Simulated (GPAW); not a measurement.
The system is CuI (Marshite).

```xyz
2
Lattice="0.0000 3.0315 3.0315 3.0315 0.0000 3.0315 3.0315 3.0315 0.0000" Properties=species:S:1:pos:R:3 pbc="T T T"
I     0.0000    0.0000    0.0000
Cu    4.5473    4.5473    4.5473
```

Base run:

| Item | Value |
| --- | --- |
| Program | GPAW 26.7.0 |
| Functional | revPBE |
| Potentials or basis | the program's PAW data sets (release 1.2.1) made for this functional |
| Cutoff | 600 eV |
| Basis | pw |
| k mesh | 8 × 8 × 8 |
| Occupations | fermi-dirac, width 0.05 eV |
| Spin | no spin polarisation |

Its results: band gap on the k mesh 1.24 eV, direct; pressure 2.4 GPa.

**Question.** The run is repeated on the same cell with these changes: functional from revPBE to RPBE; occupations from fermi-dirac, width 0.05 eV to gaussian, width 0.1 eV. What comes out?

**Answer.** Band gap on the k mesh 1.28 eV, direct; pressure 3.0 GPa.

Caveats: spin-orbit coupling is left out, which moves the levels of the heavy elements.

Not every run made on this cell is shown here.
